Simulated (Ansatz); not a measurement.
Ionic part of the dielectric constant of GaP at 40 GPa, mode by mode

Computed with DFT LDA, scalar-relativistic, plane waves, PAW (Ansatz 0.2.0). Cutoff 420 eV, 10×10×10 k-points (Γ-centred), fixed occupations. No spin polarisation. Phonons by linear response, acoustic sum rule imposed.

It takes space group F-43m (No. 216, cubic). Conventional cell: a = 4.951 Å, b = 4.951 Å, c = 4.951 Å, α = 90.00°, β = 90.00°, γ = 90.00°. Ga (site symmetry -43m) has 4 P at 2.14 Å as nearest neighbours. P (site symmetry -43m) is surrounded by 4 Ga at 2.14 Å.

The real crystal has changed phase below this pressure. The run warned that the force constants aren't converged on this k mesh, so the frequencies and all that is formed from them are rough. The bands were filled as in an insulator; under compression the gap may have closed between mesh points.

The primitive cell has V = 30.35 Å³ and ε∞,xx = 10.004. Each polar mode adds Δε = (4.92064×10⁷/V)·S/ν² along x, with S its oscillator strength in e²/amu, ν in cm⁻¹ and V in Å³.

Question: From these modes, find each Δε and ε0,xx.
```json
{"ν (cm⁻¹)": "494.0", "S_xx (e²/amu)": "0.1232"}
```

Answer:
```csv
ν (cm⁻¹),Δε
494.0,0.82
```

The sum is 0.819, so ε0,xx = 10.82; the run's tensor has 10.82.

Question: Where do the longitudinal modes lie for a wave vector along x?

Answer: At 514 cm⁻¹. The Lyddane–Sachs–Teller product Π(ν_LO/ν_TO)² = 1.08 matches ε0/ε∞ = 1.08.

Cost: 1 run of about 0.98 core-minutes, on Intel Xeon Platinum 8259CL (Skylake/Cascade Lake) (shared hosts).

The static dielectric response of compressed zincblende GaP comes out overwhelmingly electronic: the lattice adds only about 0.82 to an ε∞ of 10.004. This fits a largely covalent sp³ network. The modest electronegativity difference between Ga and P limits the dipole created when the sublattices move against each other, while valence electrons in the bonds polarise readily. The short, stiff bonds probably reduce the ionic term further, since a mode's contribution falls with the square of its frequency. The same weak polar coupling leaves the longitudinal branch, at 514 cm⁻¹, only slightly above the transverse one at 494.0 cm⁻¹.

With a single polar mode, triply degenerate by cubic symmetry, the Lyddane–Sachs–Teller agreement shows that the charges, frequencies and dielectric constants were combined consistently; it is no independent test of their accuracy. The dominance of the electronic part is therefore better supported than the exact size of the ionic term or the splitting. One pressure alone cannot show whether compression lowers the dynamical charges.
